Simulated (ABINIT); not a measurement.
# Br (Cmce) in ABINIT: notebook, part 2 of 2

ABINIT 10.8.3 (patched build). The steps go on from the part before.

## (4) Band structure, SOGGA

Input file run.abi:

```
# Datasets: ground state, then fixed potential
ndtset 2

# Pseudopotentials
pp_dirpath "./"
pseudos "Br.GGA_PBE-JTH.xml"

# Structure
acell 7.7238007882 7.7238007882 16.4449636543
rprim
     0.8228618996    -0.5682414049     0.0000000000
     0.8228618996     0.5682414049     0.0000000000
     0.0000000000     0.0000000000     1.0000000000
ntypat 1
znucl 35
natom 4
typat 1 1 1 1
xred
     0.3651000000     0.6349000000     0.3901000000
     0.1349000000     0.8651000000     0.8901000000
     0.6349000000     0.3651000000     0.6099000000
     0.8651000000     0.1349000000     0.1099000000
chkprim 0
chksymtnons 0
tolsym 1.0e-6

# Plane-wave basis
ecut 408.170794 eV
pawecutdg 30.0

# Exchange and correlation
ixc -150130

# Bands and occupations
occopt 3
tsmear 0.00183747

# SCF cycle
nstep 100

# Output
iomode 3
prtwf 0
prteig 0
prtebands 0
enunit 1
prtden1 1

# Dataset 1
kptopt1 1
ngkpt1 7 7 3
nshiftk1 1
shiftk1 0.0 0.0 0.0
nband1 18
tolvrs1 1.0e-9

# Dataset 2: bands along G-X-S-R-A-Z-G-Y-X1-A1-T-Y
iscf2 -2
getden2 1
nband2 22
nbdbuf2 2
tolwfr2 1.0e-12
kptopt2 -11
ndivsm2 5
prteig2 1
kptbounds2
     0.0000000000     0.0000000000     0.0000000000
     0.3692207505    -0.3692207505     0.0000000000
     0.0000000000    -0.5000000000     0.0000000000
     0.0000000000    -0.5000000000    -0.5000000000
     0.3692207505    -0.3692207505    -0.5000000000
     0.0000000000     0.0000000000    -0.5000000000
     0.0000000000     0.0000000000     0.0000000000
    -0.5000000000    -0.5000000000     0.0000000000
    -0.3692207505    -0.6307792495     0.0000000000
    -0.3692207505    -0.6307792495    -0.5000000000
    -0.5000000000    -0.5000000000    -0.5000000000
    -0.5000000000    -0.5000000000     0.0000000000
```

Potentials or basis: JTH PAW PBE v2.0.

Launch:

```
$ abinit run.abi > log 2>&1
```

run.abo:

```text
.Version 10.8.3 of ABINIT
 DATASET    1 : space group Cm c a (# 64); Bravais oC (1-face-center ortho.)
================================================================================
 Values of the parameters that define the memory need for DATASET  1.
     intxc =       0    ionmov =       0      iscf =      17    lmnmax =       8
     lnmax =       4     mgfft =      60  mpssoang =       2    mqgrid =    4055
     natom =       4  nloc_mem =       2    nspden =       1   nspinor =       1
    nsppol =       1      nsym =       8    n1xccc =       1    ntypat =       1
    occopt =       3   xclevel =       2
       mpw =        2560          nfft =       54000          nkpt =          32
 PAW method is used; the additional fine FFT grid is defined by:
   mgfftf=        90    nfftf =    144000
================================================================================
================================================================================
[... 1439 lines left out ...]
================================================================================

 -outvars: echo values of variables after computation  --------
            acell      7.7238007882E+00  7.7238007882E+00  1.6444963654E+01 Bohr
           etotal1    -5.4257698207E+01
            fcart1    -2.2407601347E-20  5.2318856824E-03 -1.1438512851E-02
                      -8.6012615902E-20 -5.2318856824E-03 -1.1438512851E-02
                       1.3082781860E-19 -5.2318856824E-03  1.1438512851E-02
                      -2.2407601347E-20  5.2318856824E-03  1.1438512851E-02
            rprim      8.2286189960E-01 -5.6824140490E-01  0.0000000000E+00
                       8.2286189960E-01  5.6824140490E-01  0.0000000000E+00
                       0.0000000000E+00  0.0000000000E+00  1.0000000000E+00
           strten1     1.9017826062E-06  2.6675447330E-05 -1.0817827214E-05
                       0.0000000000E+00  0.0000000000E+00  0.0000000000E+00
           xangst      3.3632499978E+00  6.2662398962E-01  3.3947672277E+00
                       3.3632499978E+00  1.6959260090E+00  7.7459172247E+00
                       3.3632499978E+00 -6.2662398962E-01  5.3075327664E+00
                       3.3632499978E+00 -1.6959260090E+00  9.5638276935E-01
             xred      3.6510000000E-01  6.3490000000E-01  3.9010000000E-01
                       1.3490000000E-01  8.6510000000E-01  8.9010000000E-01
                       6.3490000000E-01  3.6510000000E-01  6.0990000000E-01
                       8.6510000000E-01  1.3490000000E-01  1.0990000000E-01
 Calculation completed.
```

Wall time 2.2 min (1 thread of Arm Neoverse V1, shared host); peak memory 0.19 GiB.

What came out:

```
Free energy             : -1476.4272 eV
Pressure                : -0.2 GPa
Largest force           : 0.647 eV/Å
Band gap on the k mesh  : 1.85 eV, indirect (least direct gap 1.87 eV)
Band gap along the path : 1.81 eV, indirect (least direct gap 1.85 eV)
```

Forces on the atoms (eV/Å):
```
Br   0.000  0.269 -0.588
Br   0.000 -0.269 -0.588
Br   0.000 -0.269  0.588
Br   0.000  0.269  0.588
```

Levels at the corners of the path, in eV from the valence-band top:
```tsv
point	band 12	band 13	band 14	band 15	band 16	band 17
Γ	-0.37	-0.08	-0.04	1.83	2.59	5.77
X	-0.89	-0.34	-0.02	2.05	2.31	7.72
S	-0.83	-0.25	-0.25	2.50	2.50	6.99
R	-0.54	0.00	0.00	2.21	2.21	7.31
A	-0.54	-0.50	-0.50	2.17	2.17	8.27
Z	-0.84	-0.06	-0.06	2.04	2.04	6.51
Γ	-0.37	-0.08	-0.04	1.83	2.59	5.77
Y	-1.17	-0.40	-0.02	1.88	2.26	7.16
X1	-0.89	-0.34	-0.02	2.05	2.31	7.72
A1	-0.54	-0.50	-0.50	2.17	2.17	8.27
T	-0.94	-0.64	-0.64	1.95	1.95	7.87
Y	-1.17	-0.40	-0.02	1.88	2.26	7.16
```

Caveat: the PAW data sets were made with another functional, which shifts forces and pressure a little; the atomic spheres overlap.

## (5) Overview

| task | level | potentials or basis | cutoff (eV) | fine-grid cutoff | gap on the mesh (eV) | pressure (GPa) | largest force (eV/Å) |
| --- | --- | --- | --- | --- | --- | --- | --- |
| equation of state | LDA | JTH PAW LDA v2.0 | 272 | 544.228 eV | - | - | - |
| band structure | LDA-PZ | JTH PAW LDA v2.0 | 408 | 816.342 eV | 1.75 | -1.2 | 0.73 |
| band structure | SOGGA | JTH PAW PBE v2.0 | 408 | 816.342 eV | 1.85 | -0.2 | 0.65 |

Alike in all rows: no spin polarisation; cell as given; k mesh 7 × 7 × 3; smearing fermi-dirac 0.05 eV.

Caveats: the atomic spheres overlap; pressures at fixed basis lie under the slope of the energies (some runs); the PAW data sets were made with another functional, which shifts forces and pressure a little (some runs).

Absolute energies hang on the potentials; compare differences alone.
